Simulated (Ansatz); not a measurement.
The system is Pb.

```xyz
1
Lattice="-1.9797 1.9797 1.9797 1.9797 -1.9797 1.9797 1.9797 1.9797 -1.9797" Properties=species:S:1:pos:R:3 pbc="T T T"
Pb    0.0000    0.0000    0.0000
```

This isn't the form of Pb at room conditions, which is fcc.

Base run:

* Program: Ansatz 0.2.0
* Functional: PBEsol
* Potentials or basis: Ansatz PAW
* Cutoff: 420 eV
* Density cutoff: 1680 eV
* k mesh: 7 × 7 × 7
* Occupations: fermi-dirac, width 0.05 eV
* Spin: spin-orbit coupling, no magnetisation

Its results: band gap on the k mesh none (metal or under the smearing width); pressure -1.6 GPa.

**Question.** The run is repeated on the same cell with these changes: functional from PBEsol to LDA. What comes out?

**Answer.** Band gap on the k mesh none (metal or under the smearing width); pressure -3.1 GPa.

LDA binds more tightly than PBEsol, so the same cell stands under less pressure.

Caveats: the PAW data sets come from PBE, with cores solved anew for the run's functional, which leaves a small shift of forces and pressure.

Not every run made on this cell is shown here.
